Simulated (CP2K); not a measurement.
# NbP in CP2K: work function with PBE

Aim: the work function of NbP with PBE.

All numbers are computed with CP2K 2026.2; they aren't measurements. Logs are shortened: lines on timing, memory, paths and dates and some standing lists are left out, and cuts for length are marked.

### 1 The cell of the first run

The cell holds a slab with vacuum, 6 atoms: a = 3.325 Å, b = 3.325 Å, c = 20.690 Å, α = 90.00°, β = 90.00°, γ = 90.00°.

### 2 Work function, PBE (the (0 0 1) slab of NbP, cut from the database cell, not relaxed)

Contents of nbp_workfunction.inp:

```
&GLOBAL
  PROJECT nbp_workfunction
  RUN_TYPE ENERGY_FORCE
  PRINT_LEVEL LOW
&END GLOBAL
&FORCE_EVAL
  METHOD QS
  &DFT
    BASIS_SET_FILE_NAME BASIS_MOLOPT_UZH
    POTENTIAL_FILE_NAME POTENTIAL_UZH
    &MGRID
      CUTOFF 450
      REL_CUTOFF 60
      NGRIDS 4
    &END MGRID
    &QS
      METHOD GPW
      EPS_DEFAULT 1.0E-10
    &END QS
    &KPOINTS
      SCHEME MONKHORST-PACK 8 8 1
      GAMMA_CENTERED T
      SYMMETRY T
      SYMMETRY_BACKEND SPGLIB
    &END KPOINTS
    &SCF
      SCF_GUESS ATOMIC
      EPS_SCF 1.0E-6
      MAX_SCF 100
      ADDED_MOS 27
      CHOLESKY OFF
      EPS_EIGVAL 1.0E-7
      &DIAGONALIZATION ON
        ALGORITHM STANDARD
      &END DIAGONALIZATION
      &MIXING ON
        METHOD BROYDEN_MIXING
        ALPHA 0.2
        BETA 1.5
        NBUFFER 8
      &END MIXING
      &SMEAR ON
        METHOD FERMI_DIRAC
        ELECTRONIC_TEMPERATURE [K] 580.226
      &END SMEAR
    &END SCF
    &XC
      &XC_FUNCTIONAL PBE
      &END XC_FUNCTIONAL
    &END XC
    &PRINT
      &KPOINTS ON
      &END KPOINTS
      &MULLIKEN ON
      &END MULLIKEN
      &MO ON
        ENERGIES T
        OCCUPATION_NUMBERS T
        &EACH
          QS_SCF 0
        &END EACH
        ADD_LAST NUMERIC
      &END MO
      &LOWDIN ON
      &END LOWDIN
      &HIRSHFELD ON
        SHAPE_FUNCTION DENSITY
      &END HIRSHFELD
      &E_DENSITY_CUBE ON
        STRIDE 1
      &END E_DENSITY_CUBE
      &V_HARTREE_CUBE ON
        STRIDE 1
      &END V_HARTREE_CUBE
      &ELF_CUBE ON
        STRIDE 1
      &END ELF_CUBE
    &END PRINT
  &END DFT
  &SUBSYS
    &CELL
      ABC 3.3250000000 3.3250000000 20.6900000000
      ALPHA_BETA_GAMMA 90.0000000000 90.0000000000 90.0000000000
      PERIODIC XYZ
    &END CELL
    &COORD
      Nb  1.6625000000 1.6625000000 7.5000000000
      P   0.0000000000 0.0000000000 7.5000000000
      Nb  0.0000000000 1.6625000000 10.3450000000
      P   1.6625000000 0.0000000000 10.3450000000
      Nb  0.0000000000 0.0000000000 13.1900000000
      P   1.6625000000 1.6625000000 13.1900000000
    &END COORD
    &KIND Nb
      BASIS_SET TZVP-MOLOPT-PBE-GTH-q13
      POTENTIAL GTH-PBE-q13
    &END KIND
    &KIND P
      BASIS_SET TZVP-MOLOPT-PBE-GTH-q5
      POTENTIAL GTH-PBE-q5
    &END KIND
    &PRINT
      &ATOMIC_COORDINATES ON
      &END ATOMIC_COORDINATES
      &CELL ON
      &END CELL
    &END PRINT
  &END SUBSYS
  &PRINT
    &FORCES ON
    &END FORCES
  &END PRINT
&END FORCE_EVAL
```

Potentials or basis: POTENTIAL_UZH Nb GTH-PBE-q13, P GTH-PBE-q5; TZVP-MOLOPT-PBE-GTH basis.

Command:

```
> OMP_NUM_THREADS=1 mpirun -n 2 cp2k.psmp -i nbp_workfunction.inp -o nbp_workfunction.out
```

nbp_workfunction.out:

```text

 CP2K| version string:                                       CP2K version 2026.2
 CP2K| Input file name                                      nbp_workfunction.inp

 GLOBAL| Force Environment number                                              1
 GLOBAL| Basis set file name                                    BASIS_MOLOPT_UZH
 GLOBAL| Potential file name                                       POTENTIAL_UZH
 GLOBAL| MM Potential file name                                     MM_POTENTIAL
 GLOBAL| Coordinate file name                                      __STD_INPUT__
 GLOBAL| Method name                                                        CP2K
 GLOBAL| Project name                                           nbp_workfunction
 GLOBAL| Run type                                                   ENERGY_FORCE
 GLOBAL| FFT library                                                       FFTW3
 GLOBAL| Diagonalization library                                       ScaLAPACK
 GLOBAL| Cholesky decomposition library                                ScaLAPACK
 GLOBAL| DGEMM library                                                      BLAS
 GLOBAL| Direct generalized diagonalization requested                          F
 GLOBAL| Matrix multiplication library                                 ScaLAPACK
 GLOBAL| Global print level                                                  LOW
 GLOBAL| Total number of message passing processes                             2
 GLOBAL| Number of threads for this process                                    1
 GLOBAL| CPU model name                                            AMD EPYC 7571

 CELL| Volume [angstrom^3]:                                           228.740881
 CELL| Vector a [angstrom]:       3.325     0.000     0.000   |a| =     3.325000
 CELL| Vector b [angstrom]:       0.000     3.325     0.000   |b| =     3.325000
 CELL| Vector c [angstrom]:       0.000     0.000    20.690   |c| =    20.690000
 CELL| Angle (b,c), alpha [degree]:                                    90.000000
 CELL| Angle (a,c), beta  [degree]:                                    90.000000
 CELL| Angle (a,b), gamma [degree]:                                    90.000000
 CELL| Numerically orthorhombic:                                             YES
 CELL| Periodicity                                                           XYZ

 CELL_REF| Volume [angstrom^3]:                                       228.740881
 CELL_REF| Vector a [angstrom     3.325     0.000     0.000   |a| =     3.325000
 CELL_REF| Vector b [angstrom     0.000     3.325     0.000   |b| =     3.325000
 CELL_REF| Vector c [angstrom     0.000     0.000    20.690   |c| =    20.690000
 CELL_REF| Angle (b,c), alpha [degree]:                                90.000000
 CELL_REF| Angle (a,c), beta  [degree]:                                90.000000
 CELL_REF| Angle (a,b), gamma [degree]:                                90.000000
 CELL_REF| Numerically orthorhombic:                                         YES
 CELL_REF| Periodicity                                                       XYZ

[... 8 lines left out ...]
 TOTAL NUMBERS AND MAXIMUM NUMBERS

  Total number of            - Atomic kinds:                                   2
                             - Atoms:                                          6
                             - Shell sets:                                     6
                             - Shells:                                        54
                             - Primitive Cartesian functions:                 30
                             - Cartesian basis functions:                    177
                             - Spherical basis functions:                    156

  Maximum angular momentum of- Orbital basis functions:                        3
                             - Local part of the GTH pseudopotential:          2
                             - Non-local part of the GTH pseudopotential:      4

 MODULE QUICKSTEP: ATOMIC COORDINATES IN ANGSTROM

   Atom Kind Element         X             Y             Z       Z(eff)     Mass
      1    1 Nb   41      1.662500      1.662500      7.500000  13.0000  92.9064
      2    2 P    15      0.000000      0.000000      7.500000   5.0000  30.9738
      3    1 Nb   41      0.000000      1.662500     10.345000  13.0000  92.9064
      4    2 P    15      1.662500      0.000000     10.345000   5.0000  30.9738
      5    1 Nb   41      0.000000      0.000000     13.190000  13.0000  92.9064
      6    2 P    15      1.662500      1.662500     13.190000   5.0000  30.9738

 SCF PARAMETERS         Density guess:                                    ATOMIC
                        --------------------------------------------------------
                        max_scf:                                             100
[... 7 lines left out ...]
                        --------------------------------------------------------
                        level_shift [a.u.]:                             0.000000
                        added MOs                                        27    0
                        --------------------------------------------------------
                        Mixing method:                            BROYDEN_MIXING
[... 38 lines left out ...]

 Extrapolation method: initial_guess

 Number of electrons:                                                         54
 Number of occupied orbitals:                                                 27
 Number of molecular orbitals:                                                54

 Number of orbital functions:                                                156
 Number of independent orbital functions:                                    156

 SCF WAVEFUNCTION OPTIMIZATION

  Step     Update method      Time    Convergence         Total energy    Change
  ------------------------------------------------------------------------------
     1 NoMix/Diag. 0.20E+00    2.5     0.76371727      -191.0145646358 -1.91E+02
     2 Broy./Diag. 0.20E+00    2.7     0.06737504      -192.5993259330 -1.58E+00
     3 Broy./Diag. 0.20E+00    2.7     0.28164171      -191.3163038976  1.28E+00
     4 Broy./Diag. 0.20E+00    2.7     0.08047163      -189.5411943447  1.78E+00
     5 Broy./Diag. 0.20E+00    2.8     0.03790531      -189.7677883175 -2.27E-01
     6 Broy./Diag. 0.20E+00    2.8     0.02311879      -189.4935992849  2.74E-01
     7 Broy./Diag. 0.20E+00    2.9     0.01795571      -189.6299660288 -1.36E-01
     8 Broy./Diag. 0.20E+00    2.9     0.00189151      -189.6008200974  2.91E-02
     9 Broy./Diag. 0.20E+00    2.6     0.00281992      -189.5817922231  1.90E-02
    10 Broy./Diag. 0.20E+00    2.6     0.00059391      -189.5824923517 -7.00E-04
    11 Broy./Diag. 0.20E+00    2.7     0.00143509      -189.6010566830 -1.86E-02
[... 8 lines left out ...]
    20 Broy./Diag. 0.20E+00    2.8     0.00006813      -189.6252223893 -6.98E-04
    21 Broy./Diag. 0.20E+00    2.8     0.00007961      -189.6260286533 -8.06E-04
    22 Broy./Diag. 0.20E+00    2.7     0.00005501      -189.6263177279 -2.89E-04
    23 Broy./Diag. 0.20E+00    2.8     0.00001821      -189.6262352929  8.24E-05
    24 Broy./Diag. 0.20E+00    2.8     0.00004054      -189.6259733164  2.62E-04
    25 Broy./Diag. 0.20E+00    2.8     0.00000505      -189.6260533375 -8.00E-05
    26 Broy./Diag. 0.20E+00    2.9     0.00001150      -189.6262192997 -1.66E-04
    27 Broy./Diag. 0.20E+00    3.1     0.00000353      -189.6263119718 -9.27E-05
    28 Broy./Diag. 0.20E+00    2.9     0.00000934      -189.6263649863 -5.30E-05
    29 Broy./Diag. 0.20E+00    2.7     0.00000099      -189.6264066255 -4.16E-05

  *** SCF run converged in    29 steps ***

  Electronic density on regular grids:        -54.0000000012       -0.0000000012
  Core density on regular grids:               53.9999999952       -0.0000000048
  Total charge density on r-space grids:       -0.0000000059
  Total charge density g-space grids:          -0.0000000059

  Overlap energy of the core charge distribution:               0.00000000033966
  Self energy of the core charge distribution:               -358.80033027412117
  Core Hamiltonian energy:                                     81.95788477102795
  Hartree energy:                                             113.09570211283967
  Exchange-correlation energy:                                -25.87851196290551
  Electronic entropic energy:                                  -0.00115127427544
  Fermi energy:                                                 0.11299674817898

  Total energy:                                              -189.62640662547267
  Total energy (extrapolated to T->0):                       -189.62583098833494

 MO| EIGENVALUES AND OCCUPATION NUMBERS FOR K POINT 1
 MO|
 MO|  Index      Eigenvalue [a.u.]        Eigenvalue [eV]             Occupation
 MO|      1              -1.914453             -52.094921               2.000000
 MO|      2              -1.914442             -52.094605               2.000000
 MO|      3              -1.910976             -52.000292               2.000000
 MO|      4              -1.051462             -28.611730               2.000000
 MO|      5              -1.051454             -28.611510               2.000000
 MO|      6              -1.049835             -28.567463               2.000000
[... 826 lines left out ...]
 MO|     53               0.555882              15.126313               0.000000
 MO|     54               0.586221              15.951871               0.000000
 MO| Sum:                                                              50.000205
 MO| E(Fermi):            0.112997 a.u.          3.074798 eV

 [... the levels of further k-points ...]

 The electron density is written in Cube    file format to the file:

 nbp_workfunction-ELECTRON_DENSITY-1_0.cube

 !-----------------------------------------------------------------------------!
                     Mulliken Population Analysis

 #  Atom  Element  Kind  Atomic population                           Net charge
       1     Nb       1         12.826265                              0.173735
       2     P        2          5.172771                             -0.172771
       3     Nb       1         12.916471                              0.083529
       4     P        2          5.085458                             -0.085458
       5     Nb       1         12.826265                              0.173735
       6     P        2          5.172770                             -0.172770
 # Total charge                             54.000000                  0.000000

 !-----------------------------------------------------------------------------!

 !-----------------------------------------------------------------------------!
                           Hirshfeld Charges

  #Atom  Element  Kind  Ref Charge     Population                    Net charge
      1       Nb     1      13.000         12.763                         0.237
      2       P      2       5.000          5.241                        -0.241
      3       Nb     1      13.000         12.802                         0.198
      4       P      2       5.000          5.190                        -0.190
      5       Nb     1      13.000         12.763                         0.237
      6       P      2       5.000          5.241                        -0.241

  Total Charge                                                            0.000
 !-----------------------------------------------------------------------------!

 LOWDIN POPULATION ANALYSIS

 #  Atom  Element  Kind  Atomic population                           Net charge
       1     Nb       1         14.065735                             -1.065735
       2     P        2          3.825800                              1.174200
       3     Nb       1         14.289031                             -1.289031
       4     P        2          3.734203                              1.265797
       5     Nb       1         14.245861                             -1.245861
       6     P        2          3.839370                              1.160630
 # Total charge                             54.000000                  0.000000

               ----- ELF is computed on the real space grid -----

 ELF is written in Cube    file format to the file:

 nbp_workfunction-ELF_S1-1_0.cube

 ENERGY| Total FORCE_EVAL ( QS ) energy [hartree]           -189.626382804081004

 FORCES| Atomic forces [hartree/bohr]
 FORCES|   Atom     x               y               z               |f|
 FORCES|      1  3.47383682E-12  3.34576112E-12  2.04217691E-02   2.04217691E-02
 FORCES|      2  3.62484860E-12  2.61522365E-12 -1.31750583E-03   1.31750583E-03
 FORCES|      3 -1.21049003E-09  2.87358613E-12  4.53046485E-09   4.68939294E-09
 FORCES|      4  3.69952383E-11  5.15663518E-12 -2.64181588E-09   2.64207994E-09
 FORCES|      5 -1.35086941E-09 -1.37448438E-09 -2.04261089E-02   2.04261089E-02
 FORCES|      6  4.81760457E-11  5.26749445E-11  1.31735628E-03   1.31735628E-03
 FORCES| Sum    -2.46908947E-09 -1.30781823E-09 -4.48744315E-06
 FORCES| Total atomic force                                       4.48744402E-06
```

Run time: 99 s. Hardware: 2 MPI ranks of AMD EPYC, shared host.

What came out:

```
Free energy                     : -5159.9963 eV
Largest force                   : 1.050 eV/Å
Band gap on the k mesh          : none (metal or under the smearing width)
Mulliken charges                : Nb +0.17, +0.08; P -0.17, -0.09 e
Hirshfeld charges               : Nb +0.24, +0.20; P -0.24, -0.19 e
Work function                   : 4.06 eV
Work function of the upper face : 4.06 eV
Work function of the lower face : 4.06 eV
```

Forces in eV/Å, atoms in the order of the input:
```
Nb   0.000  0.000  1.050
P    0.000  0.000 -0.068
Nb   0.000  0.000  0.000
P    0.000  0.000  0.000
Nb   0.000  0.000 -1.050
P    0.000  0.000  0.068
```

Caveat: Mulliken charges move with the basis; the basis of atomic orbitals isn't converged, which shifts pressures, moduli and gaps.
